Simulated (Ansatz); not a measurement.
Wanted: the native input for an Ansatz 0.2.0 run.

| Item | Value |
| --- | --- |
| Task | band structure |
| Functional | HSE06 |
| Potentials or basis | Ansatz PAW |
| Cutoff | 420 eV (not typed: the program's choice for these potentials) |
| k mesh | 5 × 5 × 5 |
| Occupations | fermi-dirac, width 0.05 eV |
| Spin | no spin polarisation |
| Path | [["G", "X", "W", "K", "G", "L", "U", "W", "L", "K"], ["U", "X"]] |
| Points for each segment of the path | 4 |

BAs:

```
As B
1.0
     0.00000    2.38850    2.38850
     2.38850    0.00000    2.38850
     2.38850    2.38850    0.00000
As B
1 1
Direct
  0.75000 0.75000 0.75000
  0.00000 0.00000 0.00000
```

The input as run:

input.yaml

```yaml
crystal:
  lattice:
    - [0.0, 2.3885, 2.3885]
    - [2.3885, 0.0, 2.3885]
    - [2.3885, 2.3885, 0.0]
  atoms:
    - { symbol: As, position: [0.75, 0.75, 0.75] }
    - { symbol: B, position: [0.0, 0.0, 0.0] }
hamiltonian:
  xc: hse06
  pseudopotentials: { kind: paw }
kpoints:
  mp_grid: { grid: [5, 5, 5] }
  band_path:
    path:
      - [[0.0, 0.0, 0.0], [0.5, 0.0, 0.5], [0.5, 0.25, 0.75], [0.375, 0.375, 0.75], [0.0, 0.0, 0.0], [0.5, 0.5, 0.5], [0.625, 0.25, 0.625], [0.5, 0.25, 0.75], [0.5, 0.5, 0.5], [0.375, 0.375, 0.75]]
      - [[0.625, 0.25, 0.625], [0.5, 0.0, 0.5]]
    npoints: 4
scf:
  occupations: { method: fermi_dirac, width: 0.05 }
  n_extra_bands: 6
output:
  forces: true
  stress: true
  eigenvalues: true
  fatbands: false
```

Potentials or basis: Ansatz PAW.

Command:

```sh
$ ansatz run input.yaml --threads 2 --pin off --max-ram 5632MiB --backend cpu --events-out ev --progress --plain --runs-dir out
```

Results of the run:

```yaml
Pressure: -0.3 GPa
Band_gap_on_the_k_mesh: 1.84 eV, indirect (least direct gap 4.13 eV)
Band_gap_along_the_path: 1.86 eV, indirect (least direct gap 4.13 eV)
```

Caveat: the k mesh is coarse (spacing up to 0.46 Å⁻¹), so the values aren't converged, least of all with exact exchange; the PAW data sets come from PBE, with cores solved anew for the run's functional, which leaves a small shift of forces and pressure; the thresholds are loose for stress.

It took 80 s on 2 threads of Intel(R) Xeon(R) Processor @ 2.70GHz (shared host), peak memory 0.67 GiB.
